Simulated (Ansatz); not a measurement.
## TiCo in Ansatz: the effect of functional

TiCo:

```
CELL_PARAMETERS angstrom
2.92515 0.00000 0.00000
0.00000 2.92515 0.00000
0.00000 0.00000 2.92515
ATOMIC_POSITIONS crystal
Co 0.50000 0.50000 0.50000
Ti 0.00000 0.00000 0.00000
```

The cell comes from a database or a generator and needn't be the stable form of this composition.

The cell isn't the ideal one: volume scaled by 0.94.

Alike in all runs:

| Quantity | Value |
| --- | --- |
| Program | Ansatz 0.2.0 |
| Task | single point |
| Potentials or basis | Ansatz PAW |
| k mesh | 9 × 9 × 9 |
| Occupations | fermi-dirac, width 0.05 eV |
| Spin | collinear spin, ferromagnetic start |
| Starting moments | [2.0, 1.0] μB |

```csv
functional,cutoff,pressure (GPa),moment (μB)
LDA,420 eV (not typed: the program's choice for these potentials),?,?
PBEsol,420 eV (not typed: the program's choice for these potentials),2.5,0.59
r2SCAN,500 eV (not typed: the program's choice for these potentials),11.6,0.86
```

Question: What does the run with functional LDA give?

Answer: Pressure -4.5 GPa; moment 0.44 μB.

Caveats: the PAW data sets come from PBE, with cores solved anew for the run's functional, which leaves a small shift of forces and pressure; the magnetic or orbital state may not be the lowest (some runs); the starting moments weren't kept (some runs).
